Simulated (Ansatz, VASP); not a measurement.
**Two plane-wave programs on BaZrO3**

```
CELL_PARAMETERS angstrom
4.18446 0.00000 0.00000
0.00000 4.18446 0.00000
0.00000 0.00000 4.18446
ATOMIC_POSITIONS crystal
Ba 0.00000 0.00000 0.00000
Zr 0.50000 0.50000 0.50000
O 0.00000 0.50000 0.50000
O 0.50000 0.00000 0.50000
O 0.50000 0.50000 0.00000
```

Alike in both runs: task single point; functional PBE; k mesh 6 × 6 × 6; occupations gaussian, width 0.02 eV; no spin polarisation.

|  | VASP | Ansatz |
| --- | --- | --- |
| version | VASP 6.6.1 | Ansatz 0.2.0 |
| potentials or method | VASP PAW PBE potentials, release 64 (Ba_sv, Zr_sv, O) | scalar-relativistic, plane waves, PAW |
| plane-wave cutoff (eV) | 520 | 420 |
| valence electrons in the cell | 40 | 40 |

|  | VASP | Ansatz | Ansatz less VASP |
| --- | --- | --- | --- |
| gap on the k mesh at the Fermi level (eV) | 3.20 | 3.25 | +0.052 |
| least direct gap on the mesh (eV) | 3.42 | 3.44 | +0.022 |
| pressure (GPa) | 6.0 | 4.9 | -1.07 |

The functional is the same, so the differences come from potentials, cutoffs and numerics.

Caveats: spin-orbit coupling is left out, which moves the levels of the heavy elements. As with any semilocal functional, this PBE gap is likely too small. A k mesh can miss the band edges.
